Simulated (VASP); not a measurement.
# Quasiparticle energies of AlAs in VASP, part 6 of 8

Aim: the quasiparticle gap of AlAs, and what it costs to get it. The cell is of the zinc-blende type, one of the forms listed for this formula. The start is a cell from a database of measured crystal structures.

VASP 6.6.1, plane waves and PAW; the level of theory is named at each step.

So far, quasiparticle gap on the mesh (eV): step 3 (evGW0, evGW0 on PBE) 2.22; step 4 (evGW, evGW on PBE) 2.36. Also gap on the k-mesh (eV): step 2 (empty bands, functional PBE) 1.43.

## (5) QPGW0

This step: QPGW0 on PBE; plane waves and PAW (As_GW, Al_GW) (VASP 6.6.1).

Here the orbitals are updated too, by diagonalising a Hermitian self-energy in the bands up to NBANDSGW.

INCAR

```
SYSTEM = AlAs
PREC = Accurate
ENCUT = 300
ISMEAR = 0
SIGMA = 0.01
LREAL = .FALSE.
GGA = PE
NBANDS = 296
ALGO = QPGW0
NELMGW = 4
ENCUTGW = 200
NOMEGA = 64
PRECFOCK = Fast
NBANDSGW = 24
LWAVE = .FALSE.
LCHARG = .FALSE.
```

POSCAR

```
AlAs
1.0
    0.0000000000      2.8304000000      2.8304000000
    2.8304000000      0.0000000000      2.8304000000
    2.8304000000      2.8304000000      0.0000000000
As Al
1 1
Direct
    0.7500000000      0.7500000000      0.7500000000
    0.0000000000      0.0000000000      0.0000000000
```

KPOINTS

```
Automatic mesh
0
Gamma
6 6 6
0 0 0
```

PAW data sets: As_GW and Al_GW (PBE family, release 64).

On the command line:

```sh
$ mpirun -np 8 vasp_std
```

The program printed:

```text
[banner, memory and clock lines left out]
running    8 mpi-ranks, on    1 nodes
 distrk:  each k-point on    8 cores,    1 groups
 distr:  one band on    1 cores,    8 groups

 POSCAR found type information on POSCAR AsAl
 POSCAR found :  2 types and       2 ions
 [... a notice as in an earlier step ...]

 [... a notice as in an earlier step ...]

 LDA part: xc-table for (Slater+PW92), standard interpolation
 found WAVECAR, reading the header
 POSCAR, INCAR and KPOINTS ok, starting setup
 FFT: planning ... GRIDC
 FFT: planning ... GRID_SOFT
 FFT: planning ... GRID
 reading WAVECAR
 the WAVECAR file was read successfully
 initial charge from wavefunction
 available memory per node:     87.31 GB, setting MAXMEM to     89404

 The Fermi energy was updated, please check that it is located mid-gap
 values below the HOMO (VB) or above the LUMO (CB) will cause erroneous energies
 E-fermi :   4.1464

 calculate exact exchange contribution
 the WAVEDER file was read successfully
energies w=
    0.000    0.000    0.433    0.000    0.865    0.000    1.296    0.000
    1.723    0.000    2.146    0.000    2.566    0.000    2.980    0.000
    3.389    0.000    3.793    0.000    4.190    0.000    4.583    0.000
    4.969    0.000    5.351    0.000    5.728    0.000    6.100    0.000
    6.469    0.000    6.834    0.000    7.197    0.000    7.558    0.000
    7.918    0.000    8.277    0.000    8.636    0.000    8.997    0.000
    9.360    0.000    9.726    0.000   10.096    0.000   10.472    0.000
   10.854    0.000   11.243    0.000   11.642    0.000   12.052    0.000
   12.474    0.000   12.910    0.000   13.363    0.000   13.834    0.000
   14.327    0.000   14.844    0.000   15.389    0.000   15.965    0.000
   16.579    0.000   17.234    0.000   17.937    0.000   18.697    0.000
   19.521    0.000   20.421    0.000   21.411    0.000   22.506    0.000
   23.726    0.000   25.098    0.000   26.654    0.000   28.436    0.000
   30.500    0.000   32.921    0.000   35.803    0.000   39.290    0.000
   43.597    0.000   49.049    0.000   56.169    0.000   65.848    0.000
   79.745    0.000  101.344    0.000  139.408    0.000  224.075    0.000
 responsefunction array rank=     304
 LDA part: xc-table for (Slater+PW92), standard interpolation

 min. memory requirement per mpi rank    550.7 MB, per node   4405.4 MB

 allocating   8 responsefunctions rank=   304
 shmem allocating  64 responsefunctions rank=   304
 response function shared by NCSHMEM nodes    1
 Doing            8  frequencies on each core in blocks of           64
NQ=   1    0.0000    0.0000    0.0000,
|.........|.........|.........|.........|.........|.........|.........|.........
 performed        731000 updates of chi_q(r,r)
 total number of BLAS operations        468.94 Gflops
NQ=   2    0.1667    0.0000    0.0000,
|.........|.........|.........|.........|.........|.........|.........|.........
 performed       2429000 updates of chi_q(r,r)
 total number of BLAS operations       1651.12 Gflops
NQ=   3    0.3333    0.0000    0.0000,
|.........|.........|.........|.........|.........|.........|.........|.........
 performed       4127000 updates of chi_q(r,r)
 total number of BLAS operations       2770.05 Gflops
NQ=   4    0.5000    0.0000    0.0000,
|.........|.........|.........|.........|.........|.........|.........|.........
 performed       5484000 updates of chi_q(r,r)
 total number of BLAS operations       3573.26 Gflops
NQ=   5    0.1667    0.1667    0.0000,
|.........|.........|.........|.........|.........|.........|.........|.........
 performed       7182000 updates of chi_q(r,r)
 total number of BLAS operations       4755.44 Gflops
NQ=   6    0.3333    0.1667    0.0000,
|.........|.........|.........|.........|.........|.........|.........|.........
 performed      10101000 updates of chi_q(r,r)
 total number of BLAS operations       6774.54 Gflops
NQ=   7    0.5000    0.1667    0.0000,
|.........|.........|.........|.........|.........|.........|.........|.........
 performed      13020000 updates of chi_q(r,r)
 total number of BLAS operations       8779.93 Gflops
NQ=   8   -0.3333    0.1667    0.0000,
|.........|.........|.........|.........|.........|.........|.........|.........
 performed      15939000 updates of chi_q(r,r)
 total number of BLAS operations      10812.79 Gflops
NQ=   9   -0.1667    0.1667    0.0000,
|.........|.........|.........|.........|.........|.........|.........|.........
 performed      18404000 updates of chi_q(r,r)
 total number of BLAS operations      12529.11 Gflops
NQ=  10    0.3333    0.3333    0.0000,
|.........|.........|.........|.........|.........|.........|.........|.........
 performed      20102000 updates of chi_q(r,r)
 total number of BLAS operations      13768.06 Gflops
NQ=  11    0.5000    0.3333    0.0000,
|.........|.........|.........|.........|.........|.........|.........|.........
 performed      23021000 updates of chi_q(r,r)
 total number of BLAS operations      15732.60 Gflops
NQ=  12   -0.3333    0.3333    0.0000,
|.........|.........|.........|.........|.........|.........|.........|.........
 performed      25486000 updates of chi_q(r,r)
 total number of BLAS operations      17323.31 Gflops
NQ=  13    0.5000    0.5000    0.0000,
|.........|.........|.........|.........|.........|.........|.........|.........
 performed      26644000 updates of chi_q(r,r)
 total number of BLAS operations      18168.33 Gflops
NQ=  14    0.5000    0.3333    0.1667,
|.........|.........|.........|.........|.........|.........|.........|.........
 performed      29990000 updates of chi_q(r,r)
 total number of BLAS operations      20388.69 Gflops
NQ=  15   -0.3333    0.3333    0.1667,
|.........|.........|.........|.........|.........|.........|.........|.........
 performed      33108000 updates of chi_q(r,r)
 total number of BLAS operations      22429.57 Gflops
NQ=  16   -0.3333    0.5000    0.1667,
|.........|.........|.........|.........|.........|.........|.........|.........
 performed      35587000 updates of chi_q(r,r)
 total number of BLAS operations      24097.77 Gflops
 resolving degeneracies of screened two electron integrals

 calculate QP shifts <psi_nk| G(iteration)W_0 |psi_nk>: iteration 1

 QP shifts <psi_nk| G(iteration)W_0 |psi_nk>: iteration 1
 NQ=           1  operations          48
 NQ=           2  operations           6
 NQ=           3  operations           6
 NQ=           4  operations          12
 NQ=           5  operations           8
 NQ=           6  operations           2
 NQ=           7  operations           2
 NQ=           8  operations           2
 NQ=           9  operations           4
 NQ=          10  operations           8
[...]
NQ=   4    0.5000    0.0000    0.0000,
|.........|.........|.........|.........|.........|.........|.........|.........
 performed       5484000 updates of chi_q(r,r)
 total number of BLAS operations       3573.26 Gflops
NQ=   5    0.1667    0.1667    0.0000,
|.........|.........|.........|.........|.........|.........|.........|.........
 performed       7182000 updates of chi_q(r,r)
 total number of BLAS operations       4755.44 Gflops
NQ=   6    0.3333    0.1667    0.0000,
|.........|.........|.........|.........|.........|.........|.........|.........
 performed      10101000 updates of chi_q(r,r)
 total number of BLAS operations       6774.54 Gflops
NQ=   7    0.5000    0.1667    0.0000,
|.........|.........|.........|.........|.........|.........|.........|.........
 performed      13020000 updates of chi_q(r,r)
 total number of BLAS operations       8779.93 Gflops
NQ=   8   -0.3333    0.1667    0.0000,
|.........|.........|.........|.........|.........|.........|.........|.........
 performed      15939000 updates of chi_q(r,r)
 total number of BLAS operations      10812.79 Gflops
NQ=   9   -0.1667    0.1667    0.0000,
|.........|.........|.........|.........|.........|.........|.........|.........
 performed      18404000 updates of chi_q(r,r)
 total number of BLAS operations      12529.11 Gflops
NQ=  10    0.3333    0.3333    0.0000,
|.........|.........|.........|.........|.........|.........|.........|.........
 performed      20102000 updates of chi_q(r,r)
 total number of BLAS operations      13768.06 Gflops
NQ=  11    0.5000    0.3333    0.0000,
|.........|.........|.........|.........|.........|.........|.........|.........
 performed      23021000 updates of chi_q(r,r)
 total number of BLAS operations      15732.60 Gflops
NQ=  12   -0.3333    0.3333    0.0000,
|.........|.........|.........|.........|.........|.........|.........|.........
 performed      25486000 updates of chi_q(r,r)
 total number of BLAS operations      17323.31 Gflops
NQ=  13    0.5000    0.5000    0.0000,
|.........|.........|.........|.........|.........|.........|.........|.........
 performed      26644000 updates of chi_q(r,r)
 total number of BLAS operations      18168.33 Gflops
NQ=  14    0.5000    0.3333    0.1667,
|.........|.........|.........|.........|.........|.........|.........|.........
 performed      29990000 updates of chi_q(r,r)
 total number of BLAS operations      20388.69 Gflops
NQ=  15   -0.3333    0.3333    0.1667,
|.........|.........|.........|.........|.........|.........|.........|.........
 performed      33108000 updates of chi_q(r,r)
 total number of BLAS operations      22429.57 Gflops
NQ=  16   -0.3333    0.5000    0.1667,
|.........|.........|.........|.........|.........|.........|.........|.........
 performed      35587000 updates of chi_q(r,r)
 total number of BLAS operations      24097.77 Gflops
 resolving degeneracies of screened two electron integrals

 QP shifts <psi_nk| G(iteration)W_0 |psi_nk>: iteration 3
 NQ=           1  operations          48
 NQ=           2  operations           6
 NQ=           3  operations           6
 NQ=           4  operations          12
 NQ=           5  operations           8
 NQ=           6  operations           2
 NQ=           7  operations           2
 NQ=           8  operations           2
 NQ=           9  operations           4
 NQ=          10  operations           8
 NQ=          11  operations           2
 NQ=          12  operations           4
 NQ=          13  operations          16
 NQ=          14  operations           2
 NQ=          15  operations           2
 NQ=          16  operations           4
 allocating   8 responsefunctions rank=   304
 shmem allocating  64 responsefunctions rank=   304
 response function shared by NCSHMEM nodes    1
 Doing            8  frequencies on each core in blocks of           64
NQ=   1    0.0000    0.0000    0.0000,
|.........|.........|.........|.........|.........|.........|.........|.........
 performed        731000 updates of chi_q(r,r)
 total number of BLAS operations        468.94 Gflops
NQ=   2    0.1667    0.0000    0.0000,
|.........|.........|.........|.........|.........|.........|.........|.........
 performed       2429000 updates of chi_q(r,r)
 total number of BLAS operations       1651.12 Gflops
NQ=   3    0.3333    0.0000    0.0000,
|.........|.........|.........|.........|.........|.........|.........|.........
 performed       4127000 updates of chi_q(r,r)
 total number of BLAS operations       2770.05 Gflops
NQ=   4    0.5000    0.0000    0.0000,
|.........|.........|.........|.........|.........|.........|.........|.........
 performed       5484000 updates of chi_q(r,r)
 total number of BLAS operations       3573.26 Gflops
NQ=   5    0.1667    0.1667    0.0000,
|.........|.........|.........|.........|.........|.........|.........|.........
 performed       7182000 updates of chi_q(r,r)
 total number of BLAS operations       4755.44 Gflops
NQ=   6    0.3333    0.1667    0.0000,
|.........|.........|.........|.........|.........|.........|.........|.........
 performed      10101000 updates of chi_q(r,r)
 total number of BLAS operations       6774.54 Gflops
NQ=   7    0.5000    0.1667    0.0000,
|.........|.........|.........|.........|.........|.........|.........|.........
 performed      13020000 updates of chi_q(r,r)
 total number of BLAS operations       8779.93 Gflops
NQ=   8   -0.3333    0.1667    0.0000,
|.........|.........|.........|.........|.........|.........|.........|.........
 performed      15939000 updates of chi_q(r,r)
 total number of BLAS operations      10812.79 Gflops
NQ=   9   -0.1667    0.1667    0.0000,
|.........|.........|.........|.........|.........|.........|.........|.........
 performed      18404000 updates of chi_q(r,r)
 total number of BLAS operations      12529.11 Gflops
NQ=  10    0.3333    0.3333    0.0000,
|.........|.........|.........|.........|.........|.........|.........|.........
 performed      20102000 updates of chi_q(r,r)
 total number of BLAS operations      13768.06 Gflops
NQ=  11    0.5000    0.3333    0.0000,
|.........|.........|.........|.........|.........|.........|.........|.........
 performed      23021000 updates of chi_q(r,r)
 total number of BLAS operations      15732.60 Gflops
NQ=  12   -0.3333    0.3333    0.0000,
|.........|.........|.........|.........|.........|.........|.........|.........
 performed      25486000 updates of chi_q(r,r)
 total number of BLAS operations      17323.31 Gflops
NQ=  13    0.5000    0.5000    0.0000,
|.........|.........|.........|.........|.........|.........|.........|.........
 performed      26644000 updates of chi_q(r,r)
 total number of BLAS operations      18168.33 Gflops
NQ=  14    0.5000    0.3333    0.1667,
|.........|.........|.........|.........|.........|.........|.........|.........
 performed      29990000 updates of chi_q(r,r)
 total number of BLAS operations      20388.69 Gflops
NQ=  15   -0.3333    0.3333    0.1667,
|.........|.........|.........|.........|.........|.........|.........|.........
 performed      33108000 updates of chi_q(r,r)
 total number of BLAS operations      22429.57 Gflops
NQ=  16   -0.3333    0.5000    0.1667,
|.........|.........|.........|.........|.........|.........|.........|.........
 performed      35587000 updates of chi_q(r,r)
 total number of BLAS operations      24097.77 Gflops
 resolving degeneracies of screened two electron integrals

 QP shifts <psi_nk| G(iteration)W_0 |psi_nk>: iteration 4
 NQ=           1  operations          48
 NQ=           2  operations           6
 NQ=           3  operations           6
 NQ=           4  operations          12
 NQ=           5  operations           8
 NQ=           6  operations           2
 NQ=           7  operations           2
 NQ=           8  operations           2
 NQ=           9  operations           4
 NQ=          10  operations           8
 NQ=          11  operations           2
 NQ=          12  operations           4
 NQ=          13  operations          16
 NQ=          14  operations           2
 NQ=          15  operations           2
 NQ=          16  operations           4
 entering main loop
```

Run time: 52 min. Hardware: 8 MPI ranks of AMD EPYC 7R43, shared host; peak memory 4.7 GiB.

Parts of OUTCAR (step 5):

```text
   NELECT =       8.0000    total number of electrons

 E-fermi :   4.1464

 QP shifts <psi_nk| G(iteration)W_0 |psi_nk>: iteration 1
 k-point   1 :       0.0000    0.0000    0.0000
  band No. DFT-energies  QP-energies  QP-e(diag)   sigma(DFT)    Z            occupation
      1      -8.4377      -9.0006      -8.9944      -9.2875       0.6551       2.0000
      2       3.4305       2.7259       2.7281       2.5128       0.7654       2.0000
      3       3.4305       2.7259       2.7281       2.5128       0.7654       2.0000
      4       3.4305       2.7259       2.7281       2.5128       0.7654       2.0000
      5       5.4773       5.7856       5.7991       5.8929       0.7742       0.0000
      6       7.7140       7.8345       7.8378       7.8777       0.7564       0.0000
      7       7.7140       7.8345       7.8378       7.8777       0.7564       0.0000
      8       7.7140       7.8345       7.8378       7.8777       0.7564       0.0000
    ...

     24      30.8064      30.8064      30.8064      30.8064       1.0000       0.0000

 k-point   2 :       0.1667    0.0000    0.0000
  band No. DFT-energies  QP-energies  QP-e(diag)   sigma(DFT)    Z            occupation
      1      -8.1692      -8.7295      -8.7227      -9.0033       0.6636       2.0000
      2       1.3327       0.6416       0.6562       0.4196       0.7409       2.0000
      3       3.1670       2.4548       2.4568       2.2374       0.7640       2.0000
      4       3.1670       2.4548       2.4568       2.2374       0.7640       2.0000
      5       6.2486       6.4569       6.4756       6.5438       0.7691       0.0000
      6       8.1506       8.2753       8.2764       8.3184       0.7501       0.0000
      7       8.1506       8.2753       8.2764       8.3184       0.7501       0.0000
      8       8.6208       8.7589       8.7604       8.8072       0.7489       0.0000
    ...

     24      31.6017      31.6017      31.6017      31.6017       1.0000       0.0000

     24      34.2543      34.2543      34.2543      34.2543       1.0000       0.0000

 QP shifts <psi_nk| G(iteration)W_0 |psi_nk>: iteration 2
 k-point   1 :       0.0000    0.0000    0.0000
  band No. DFT-energies  QP-energies  QP-e(diag)   sigma(DFT)    Z            occupation
      1      -9.0006      -9.2070      -9.2045      -9.3123       0.6542       2.0000
      2       2.7259       2.5787       2.5799       2.5351       0.7653       2.0000
      3       2.7259       2.5787       2.5799       2.5351       0.7653       2.0000
      4       2.7259       2.5787       2.5799       2.5351       0.7653       2.0000
      5       5.7856       5.8281       5.8301       5.8429       0.7754       0.0000
      6       7.8345       7.8263       7.8318       7.8310       0.7571       0.0000
      7       7.8345       7.8263       7.8318       7.8310       0.7571       0.0000
      8       7.8345       7.8263       7.8318       7.8310       0.7571       0.0000
    ...

 QP shifts <psi_nk| G(iteration)W_0 |psi_nk>: iteration 3
 k-point   1 :       0.0000    0.0000    0.0000
  band No. DFT-energies  QP-energies  QP-e(diag)   sigma(DFT)    Z            occupation
      1      -9.2070      -9.2859      -9.2845      -9.3257       0.6527       2.0000
      2       2.5787       2.5255       2.5269       2.5111       0.7658       2.0000
      3       2.5787       2.5255       2.5269       2.5111       0.7658       2.0000
      4       2.5787       2.5255       2.5269       2.5111       0.7658       2.0000
      5       5.8281       5.8236       5.8239       5.8227       0.7751       0.0000
      6       7.8263       7.8192       7.8254       7.8251       0.7574       0.0000
      7       7.8263       7.8192       7.8254       7.8251       0.7574       0.0000
      8       7.8263       7.8192       7.8254       7.8251       0.7574       0.0000
    ...

 QP shifts <psi_nk| G(iteration)W_0 |psi_nk>: iteration 4
 k-point   1 :       0.0000    0.0000    0.0000
  band No. DFT-energies  QP-energies  QP-e(diag)   sigma(DFT)    Z            occupation
      1      -9.2859      -9.3201      -9.3188      -9.3360       0.6564       2.0000
      2       2.5255       2.4986       2.5001       2.4923       0.7660       2.0000
      3       2.5255       2.4986       2.5001       2.4923       0.7660       2.0000
      4       2.5255       2.4986       2.5001       2.4923       0.7660       2.0000
      5       5.8236       5.8138       5.8138       5.8110       0.7753       0.0000
      6       7.8192       7.8159       7.8223       7.8233       0.7576       0.0000
      7       7.8192       7.8159       7.8223       7.8233       0.7576       0.0000
      8       7.8192       7.8159       7.8223       7.8233       0.7576       0.0000
    ...

[... 16 parts as in an earlier step ...]

[... 29 further parts left out ...]
```

This step gave:

```yaml
quasiparticle_gap_on_the_mesh: 2.272 eV
smallest_direct_quasiparticle_gap_on_the_mesh: 3.315 eV
```

QP gap by iteration, by row:

```
iteration  gap (eV)  direct gap (eV)
        1      2.09             3.06
        2     2.198            3.249
        3     2.244            3.298
        4     2.272            3.315
```

GW takes the gap from 1.432 to 2.272 eV. That is +54 meV against evGW0 on PBE. The last pass still moved it by +28 meV. Spin-orbit coupling is left out. The value holds for 296 bands, ENCUTGW = 200 eV and this mesh, and isn't shown to be converged in them.

(Part 6 of 8 ends here.)

[Lines on the potential files, build, host, timing and source positions are cut from VASP's logs without a mark.]

[Logs are printed without paths, hosts, clocks, repeated set-up lines and the standing remarks that a program may print on its own settings, such as how far it seeks lower states.]

[Hosts, paths, dates, database ids (printed as entryN), source tags and the programs' standing remarks are cut or masked in the printed files.]

[Pressures printed for these runs are not shown converged in the cutoff: they can be off by several GPa and have the wrong sign.]

[In band tables of VASP the shares of atoms and orbitals are scaled to a sum of 1 inside the atoms' spheres.]
